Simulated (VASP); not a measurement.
# I (Immm) in VASP: a series of runs, part 2 of 3

VASP 6.6.1.

## Step 3: Relaxation of cell and atoms, PBEsol, target pressure 32 GPa, at which the enthalpy is minimised

This run uses another cell than the first one, of 22.28 Å³/atom, 0.967 times its volume.

The input, INCAR:

```
PREC = Accurate ; ENCUT = 600
EDIFF = 1E-7 ; ISMEAR = 1
SIGMA = 0.1 ; LREAL = F
LASPH = T ; NELM = 80
ALGO = Normal ; ISIF = 3
LWAVE = F ; LCHARG = F
GGA = PS ; IBRION = 2
NSW = 90 ; EDIFFG = -0.005
PSTRESS = 320.0
```

The input, KPOINTS:

```
Automatic mesh
0
Gamma
  18 18 18
```

The input, POSCAR:

```
I                                       
1.0
   -1.4913509847      1.4888267557      2.5080879693
    1.4913509847     -1.4888267557      2.5080879693
    1.4913509847      1.4888267557     -2.5080879693
  I             
     1
Direct
     0.0000000000000000    0.0000000000000000    0.0000000000000000
```

Potentials or basis: VASP PAW PBE potentials, release 64 (I).

Started as:

```console
> cat potpaw_PBE.64/I/POTCAR > POTCAR
> mpirun -np 1 vasp_std > vasp.out
```

OUTCAR:

```text
PREC = Accurate
   ENCUT = 600
   EDIFF = 1E-7
   ISMEAR = 1
   LREAL = F
   LASPH = T
   NELM = 80
   ISIF = 3
   GGA = PS
   IBRION = 2
   NSW = 90
   EDIFFG = -0.005
   PSTRESS = 320.0

 ion  position               nearest neighbor table
   1  0.000  0.000  0.000-

  LATTYP: Found a body centered orthorhombic cell.
 ALAT       =     2.9776535114
 B/A-ratio  =     1.0016954484
 C/A-ratio  =     1.6846069965

  Lattice vectors:

 A1 = (   1.4913509847,  -1.4888267557,  -2.5080879693)
 A2 = (  -1.4913509847,   1.4888267557,  -2.5080879693)
 A3 = (   1.4913509847,   1.4888267557,   2.5080879693)

Analysis of symmetry for initial positions (statically):
=====================================================================
 Subroutine PRICEL returns:
 Original cell was already a primitive cell.

 Routine SETGRP: Setting up the symmetry group for a
 body centered orthorhombic supercell.

 Subroutine GETGRP returns: Found  8 space group operations
 (whereof  8 operations were pure point group operations)
 out of a pool of  8 trial point group operations.

The static configuration has the point symmetry D_2h.

Analysis of symmetry for dynamics (positions and initial velocities):
=====================================================================
 Subroutine PRICEL returns:
 Original cell was already a primitive cell.

 Routine SETGRP: Setting up the symmetry group for a
 body centered orthorhombic supercell.

 Subroutine GETGRP returns: Found  8 space group operations
 (whereof  8 operations were pure point group operations)
 out of a pool of  8 trial point group operations.

The dynamic configuration has the point symmetry D_2h.

 Subroutine INISYM returns: Found  8 space group operations
 (whereof  8 operations are pure point group operations),
 and found     1 'primitive' translations

----------------------------------------------------------------------------------------

                                     Primitive cell

  volume of cell :      22.2755

  direct lattice vectors                    reciprocal lattice vectors
    -1.491350985  1.488826756  2.508087969     0.000000000  0.335834910  0.199355049
     1.491350985 -1.488826756  2.508087969     0.335266483  0.000000000  0.199355049
     1.491350985  1.488826756 -2.508087969     0.335266483  0.335834910  0.000000000

  length of vectors
     3.275856854  3.275856854  3.275856854     0.390547721  0.390059034  0.474540517

  position of ions in fractional coordinates (direct lattice)
     0.000000000  0.000000000  0.000000000

  ion indices of the primitive-cell ions
   primitive index   ion index
                 1           1

----------------------------------------------------------------------------------------

 KPOINTS: Automatic mesh

Automatic generation of k-mesh.
 Grid dimensions read from file:
 generate k-points for:   18   18   18

 Generating k-lattice:

[... 42 lines left out ...]
 [... further k-points ...]
   k-points           NKPTS =    865   k-points in BZ     NKDIM =    865   number of bands    NBANDS=      7
   number of dos      NEDOS =    301   number of ions     NIONS =      1
   total plane-waves  NPLWV =  21952
   dimension x,y,z NGX =    28 NGY =   28 NGZ =   28
   dimension x,y,z NGXF=    56 NGYF=   56 NGZF=   56
   ions per type =               1
   NGX,Y,Z   is equivalent  to a cutoff of  14.21, 14.21, 14.21 a.u.
   NGXF,Y,Z  is equivalent  to a cutoff of  28.42, 28.42, 28.42 a.u.
 SYSTEM =  unknown system
   PREC   = accura    normal or accurate (medium, high low for compatibility)
   ISTART =      0    job   : 0-new  1-cont  2-samecut
   ICHARG =      2    charge: 1-file 2-atom 10-const
   ISPIN  =      1    spin polarized calculation?
   LNONCOLLINEAR =      F non collinear calculations
   LSORBIT =      F    spin-orbit coupling
   LASPH  =      T    aspherical Exc in radial PAW
   ENCUT  =  600.0 eV  44.10 Ry    6.64 a.u.   6.54  6.54  6.54*2*pi/ulx,y,z
   NELM   =     80;   NELMIN=  2; NELMDL= -5     # of ELM steps
   EDIFF  = 0.1E-06   stopping-criterion for ELM
   LREAL  =      F    real-space projection
   EDIFFG = -.5E-02   stopping-criterion for IOM
   NSW    =     90    number of steps for IOM
   IBRION =      2    ionic relax: 0-MD 1-quasi-New 2-CG
   NFREE  =      1    steps in history (QN), initial steepest desc. (CG)
   ISIF   =      3    stress and relaxation
   ISYM   =      2    0-nonsym 1-usesym 2-fastsym
   POTIM  = 0.5000    time-step for ionic-motion
   TEBEG  =    0.0;   TEEND  =   0.0 temperature during run
   PSTRESS=  320.0 pullay stress
   NELECT =       7.0000    total number of electrons
   NUPDOWN=      -1.0000    fix difference up-down
   EMIN   =  10.00;   EMAX   =-10.00  energy-range for DOS
   EFERMI =   0.00;   METHOD = LEGACY
   ISMEAR =     1;   SIGMA  =   0.10  broadening in eV -4-tet -1-fermi 0-gaus
   EFERMI_NEDOS =   21; number of points for ismear=-14 and -15
   IALGO  =     38    algorithm
   IMIX   =      4    mixing-type and parameters
     AMIX     =   0.40;   BMIX     =  1.00
     AMIX_MAG =   1.60;   BMIX_MAG =  1.00
  volume/ion in A,a.u.               =      22.28       150.32
  Fermi-wavevector in a.u.,A,eV,Ry     =   1.113009  2.103282 16.854741  1.238788
  Thomas-Fermi vector in A             =   2.249589
   LORBIT       =      0    0 simple, 1 ext, 2 COOP (PROOUT), +10 PAW based schemes
   GGA     = PS    functional components
   LHFCALC =     F    Hartree Fock is set to
   AEXX    =    0.0000 exact exchange contribution
   IVDW    =     0    specifies the selected vdW correction
   LEPSILON=     F    determine dielectric tensor
   LRPA    =     F    only Hartree local field effects (RPA)
 conjugate gradient relaxation of ions
 non-spin polarized calculation
 Methfessel and Paxton  Order N= 1 SIGMA  =   0.10
  energy-cutoff  :      600.00
  volume of cell :       22.28
 maximum number of plane-waves:       760
 NGX is ok and might be reduce to    28
   NGX = 13   NGY = 13   NGZ = 13

--------------------------------------- Ionic step        1  -------------------------------------------

 number of electron       7.0000000 magnetization

 Free energy of the ion-electron system (eV)
  ---------------------------------------------------
  ext. energy  EPLUGINS =         0.00000000
  ---------------------------------------------------
  free energy    TOTEN  =        -0.77346515 eV

  energy without entropy =       -0.77346637  energy(sigma->0) =       -0.77346556

------------------------ aborting loop because EDIFF is reached ----------------------------------------

  FORCE on cell =-STRESS in cart. coord.  units (eV):
  Direction    XX          YY          ZZ          XY          YZ          ZX
  --------------------------------------------------------------------------------------
  -------------------------------------------------------------------------------------
  Total        4.4435429      4.4535686      4.4525440     -0.0000000      0.0000000      0.0000000
  in kB      319.6047152    320.3258164    320.2521217     -0.0000000      0.0000000      0.0000000
  external PRESSURE =       0.0608845 kB  Pullay stress =     320.0000000 kB
[... 98 lines left out ...]
--------------------------------------- Ionic step        4  -------------------------------------------

 number of electron       7.0000000 magnetization

 Free energy of the ion-electron system (eV)
  ---------------------------------------------------
  ext. energy  EPLUGINS =         0.00000000
  ---------------------------------------------------
  free energy    TOTEN  =        -0.77341632 eV

  energy without entropy =       -0.77340380  energy(sigma->0) =       -0.77341215

 E-fermi :  11.4887     XC(G=0): -11.3687

 val. band max:       11.4881813357   @ k =  -0.1111  -0.1111   0.0556
 cond. band min:      11.4917170815   @ k =   0.4444  -0.3333   0.3333
 fundamental gap:      0.0035357458
 Fermi energy:        11.4886907563

 k-point     1 :       0.0000    0.0000    0.0000
  band No.  band energies     occupation
      1      -6.0692      2.00000
      2      13.3386     -0.00000
      3      13.9201      0.00000
      4      13.9222      0.00000
      5      19.9475      0.00000
      6      21.8148      0.00000
      7      21.8784      0.00000
[... 221 lines left out ...]
 k-point    24 :      -0.2778    0.0556    0.0000
  band No.  band energies     occupation
      1      -4.5763      2.00000
      2       7.3793      2.00000
      3      11.5674      0.02649
      4      13.5340      0.00000
      5      17.9111      0.00000
      6      20.8800      0.00000
      7      22.1661      0.00000

 [... further k-points ...]

------------------------ aborting loop because EDIFF is reached ----------------------------------------

  FORCE on cell =-STRESS in cart. coord.  units (eV):
  Direction    XX          YY          ZZ          XY          YZ          ZX
  --------------------------------------------------------------------------------------
  -------------------------------------------------------------------------------------
  Total        4.4532368      4.4534503      4.4512537     -0.0000000      0.0000000      0.0000000
  in kB      320.3058097    320.3211656    320.1631677     -0.0000000      0.0000000      0.0000000
  external PRESSURE =       0.2633810 kB  Pullay stress =     320.0000000 kB
[... 20 lines left out ...]
  energy  without entropy=       -0.7734038001  energy(sigma->0) =       -0.77341215

  enthalpy is  TOTEN    =         3.6755688351 eV   P V=        4.4489851534

 reached required accuracy - stopping structural energy minimisation
```

OSZICAR:

```text
N       E                     dE             d eps       ncg     rms          rms(c)
DAV:   1     0.231569560384E+02    0.23157E+02   -0.31200E+03 12117   0.856E+02
DAV:   2    -0.291058139512E+00   -0.23448E+02   -0.22659E+02 16751   0.109E+02
[... 20 lines left out ...]
DAV:   4    -0.774878636497E+00   -0.14852E-07   -0.26938E-07 14721   0.441E-03
   3 F= 0.36755694E+01 E0= 0.36755737E+01  d E =-.415201E-05
       N       E                     dE             d eps       ncg     rms          rms(c)
DAV:   1    -0.773419438256E+00    0.14592E-02   -0.17624E-04 15015   0.840E-02    0.129E-02
DAV:   2    -0.773417223366E+00    0.22149E-05   -0.54012E-06 14448   0.203E-02    0.564E-03
DAV:   3    -0.773416305701E+00    0.91766E-06   -0.23764E-06 15960   0.985E-03    0.460E-03
DAV:   4    -0.773416318344E+00   -0.12643E-07   -0.94139E-08  9555   0.243E-03
   4 F= 0.36755688E+01 E0= 0.36755730E+01  d E =-.551355E-06
```

Run time: 4.3 min. Hardware: 1 thread of Intel Xeon Platinum 8488C (Sapphire Rapids), shared host; peak memory 0.31 GiB.

Results:

- Free energy: -0.7734 eV
- Energy change on relaxing (the enthalpy is what falls): +0.0 meV/atom
- Ionic steps: 4
- Pressure after relaxing: 32.0 GPa
- Band gap on the k mesh: none (metal or under the smearing width)

Final structure:
```
CELL_PARAMETERS angstrom
-1.48982 1.48969 2.50918
1.48982 -1.48969 2.50918
1.48982 1.48969 -2.50918
ATOMIC_POSITIONS crystal
I 0.00000 0.00000 0.00000
```

Caveat: the cell is relaxed towards a set pressure, so the enthalpy falls and the energy may rise; the PAW data sets were made with another functional, which shifts forces and pressure a little; an odd number of electrons without spin polarisation forces a metal; a magnetic or distorted state may lie lower.

## Step 4: Relaxation of cell and atoms, r2SCAN, target pressure 32 GPa, at which the enthalpy is minimised

The input, INCAR:

```
SYSTEM = I
PREC = Accurate
ENCUT = 600
EDIFF = 1E-6
ISMEAR = 1
SIGMA = 0.1
LREAL = .FALSE.
LASPH = .TRUE.
NELM = 80
ALGO = Normal
ISIF = 3
LWAVE = .FALSE.
LCHARG = .FALSE.
METAGGA = R2SCAN
LMIXTAU = .TRUE.
IBRION = 2
NSW = 90
EDIFFG = -0.01
PSTRESS = 320.0
```

The input, KPOINTS:

```
regular mesh
0
G
  18 18 18
  0 0 0
```

The input, POSCAR:

```
I
1.0
   -1.4538500000      1.5166500000      2.6130000000
    1.4538500000     -1.5166500000      2.6130000000
    1.4538500000      1.5166500000     -2.6130000000
I
1
Direct
    0.0000000000      0.0000000000      0.0000000000
```

Potentials or basis: VASP PAW PBE potentials, release 64 (I).

Started as:

```console
> cat potpaw_PBE.64/I/POTCAR > POTCAR
> mpirun -np 1 vasp_std > vasp.out
```

OUTCAR:

```text
SYSTEM = I
   PREC = Accurate
   ENCUT = 600
   EDIFF = 1E-6
   ISMEAR = 1
   LREAL = .FALSE.
   LASPH = .TRUE.
   NELM = 80
   ISIF = 3
   METAGGA = R2SCAN
   IBRION = 2
   NSW = 90
   EDIFFG = -0.01
   PSTRESS = 320.0

 ion  position               nearest neighbor table
   1  0.000  0.000  0.000-

  LATTYP: Found a body centered orthorhombic cell.
 ALAT       =     2.9077000000
 B/A-ratio  =     1.0431956529
 C/A-ratio  =     1.7972968325

  Lattice vectors:

 A1 = (  -1.4538500000,   1.5166500000,   2.6130000000)
 A2 = (   1.4538500000,  -1.5166500000,   2.6130000000)
 A3 = (   1.4538500000,   1.5166500000,  -2.6130000000)

Analysis of symmetry for initial positions (statically):
=====================================================================
 Subroutine PRICEL returns:
 Original cell was already a primitive cell.

 Routine SETGRP: Setting up the symmetry group for a
 body centered orthorhombic supercell.

 Subroutine GETGRP returns: Found  8 space group operations
 (whereof  8 operations were pure point group operations)
 out of a pool of  8 trial point group operations.
[... 171 lines left out ...]
  Total        5.0038257      5.0254658      5.0965372     -0.0000000      0.0000000      0.0000000
  in kB      347.8631157    349.3675263    354.3083670     -0.0000000      0.0000000      0.0000000
  external PRESSURE =      30.5130030 kB  Pullay stress =     320.0000000 kB
[... 24 lines left out ...]
--------------------------------------- Ionic step        2  -------------------------------------------

 number of electron       7.0000000 magnetization

 E-fermi :   9.7705     XC(G=0): -11.2747

 val. band max:        9.7686523720   @ k =   0.4444  -0.3333   0.2222
 cond. band min:       9.7727174137   @ k =   0.1111  -0.3889   0.0556
 fundamental gap:      0.0040650417
 Fermi energy:         9.7705494436

 k-point     1 :       0.0000    0.0000    0.0000
  band No.  band energies     occupation
      1      -7.4303      2.00000
      2      10.7759     -0.00000
      3      11.3894     -0.00000
      4      12.5092      0.00000
      5      18.1728      0.00000
      6      19.6907      0.00000
      7      20.4540      0.00000
[... 299 lines left out ...]
  energy  without entropy=      -23.3886368552  energy(sigma->0) =      -23.38885321

  enthalpy is  TOTEN    =       -18.6924826766 eV   P V=        4.6964787179

[... ionic steps 4 to 13 ...]

--------------------------------------- Ionic step       14  -------------------------------------------

 number of electron       7.0000000 magnetization

------------------------ aborting loop because EDIFF is reached ----------------------------------------
[... 69 lines left out ...]
--------------------------------------- Ionic step       16  -------------------------------------------

 number of electron       7.0000000 magnetization

 Free energy of the ion-electron system (eV)
  ---------------------------------------------------
  ext. energy  EPLUGINS =         0.00000000
  ---------------------------------------------------
  free energy    TOTEN  =       -23.41519738 eV

  energy without entropy =      -23.41511814  energy(sigma->0) =      -23.41517097

 E-fermi :  10.4908     XC(G=0): -11.4673

 val. band max:       10.4906386257   @ k =  -0.2222  -0.3889   0.1667
 cond. band min:      10.5053676826   @ k =  -0.0556   0.2222   0.0000
 fundamental gap:      0.0147290569
 Fermi energy:        10.4908081521

 k-point     1 :       0.0000    0.0000    0.0000
  band No.  band energies     occupation
      1      -7.2030      2.00000
      2      11.3567     -0.00000
      3      12.0204     -0.00000
      4      13.6411      0.00000
      5      18.6402      0.00000
      6      20.1122      0.00000
      7      21.0597      0.00000
[... 262 lines left out ...]
  energy  without entropy=      -23.4151181371  energy(sigma->0) =      -23.41517097

  enthalpy is  TOTEN    =       -18.6948567909 eV   P V=        4.7203405886

 reached required accuracy - stopping structural energy minimisation
```

OSZICAR:

```text
N       E                     dE             d eps       ncg     rms          rms(c)
DAV:   1     0.276716984070E+00    0.27672E+00   -0.32216E+03 12117   0.879E+02
DAV:   2    -0.240260197762E+02   -0.24303E+02   -0.23568E+02 16471   0.113E+02
DAV:   3    -0.245345700153E+02   -0.50855E+00   -0.50333E+00 15792   0.193E+01
DAV:   4    -0.245365889673E+02   -0.20190E-02   -0.20205E-02 19271   0.137E+00
[... 122 lines left out ...]
DAV:   4    -0.234153171290E+02   -0.15943E-05   -0.26130E-06 15274   0.175E-02    0.340E-03
DAV:   5    -0.234153166584E+02    0.47061E-06   -0.13230E-06  9674   0.134E-02
  15 F= -.18694856E+02 E0= -.18694831E+02  d E =-.246280E-04
       N       E                     dE             d eps       ncg     rms          rms(c)
DAV:   1    -0.234151973869E+02    0.11974E-03   -0.42836E-05 14077   0.423E-02    0.475E-03
DAV:   2    -0.234151973795E+02    0.74074E-08   -0.10181E-06 12061   0.976E-03
  16 F= -.18694857E+02 E0= -.18694830E+02  d E =-.253655E-04
```

It took 50 min on 1 thread of Intel Xeon 6975P-C (Granite Rapids), shared host; peak memory 0.33 GiB.

What came out:

- Free energy: -23.4152 eV
- Relaxed volume: 23.63 Å³/atom
- Relaxed cell: a = 3.403 Å, b = 3.403 Å, c = 3.403 Å, α = 129.77°, β = 126.56°, γ = 76.38°
- Space group after relaxing (to 0.05 Å): Immm (No. 71)
- Energy change on relaxing (the enthalpy is what falls): -124.0 meV/atom
- Ionic steps: 16
- Pressure after relaxing: 32.0 GPa
- Band gap on the k mesh: none (metal or under the smearing width)

The path:
| step | energy change (eV) | largest force (eV/Å) | pressure (GPa) | volume (Å³) |
| --- | --- | --- | --- | --- |
| 1 | 0.0000 | 0.0000 | 35.05 | 23.05 |
| 2 | -0.2831 | 0.0000 | 25.90 | 24.54 |
| 3 | -0.0978 | 0.0000 | 31.86 | 23.51 |
| 4 | -0.0956 | 0.0000 | 31.99 | 23.50 |
| 5 | -0.1067 | 0.0000 | 31.99 | 23.55 |
| 6 | -0.1170 | 0.0000 | 32.05 | 23.60 |
| 7 | -0.1343 | 0.0000 | 32.12 | 23.69 |
| 8 | -0.1217 | 0.0000 | 32.07 | 23.62 |
| 9 | -0.1235 | 0.0000 | 32.07 | 23.63 |
| 10 | -0.1230 | 0.0000 | 32.07 | 23.63 |
| 11 | -0.1329 | 0.0000 | 31.79 | 23.68 |
| 12 | -0.1300 | 0.0000 | 31.88 | 23.66 |
| 13 | -0.1194 | 0.0000 | 32.19 | 23.61 |
| 14 | -0.1227 | 0.0000 | 32.09 | 23.63 |
| 15 | -0.1242 | 0.0000 | 31.95 | 23.63 |
| 16 | -0.1240 | 0.0000 | 31.98 | 23.63 |

Final structure:
```
CELL_PARAMETERS angstrom
-1.44416 1.52989 2.67424
1.44416 -1.52989 2.67424
1.44416 1.52989 -2.67424
ATOMIC_POSITIONS crystal
I 0.00000 0.00000 0.00000
```

Caveat: the cell is relaxed towards a set pressure, so the enthalpy falls and the energy may rise; the PAW data sets were made with another functional, which shifts forces and pressure a little; an odd number of electrons without spin polarisation forces a metal; a magnetic or distorted state may lie lower.

(Continued in part 3 of 3.)
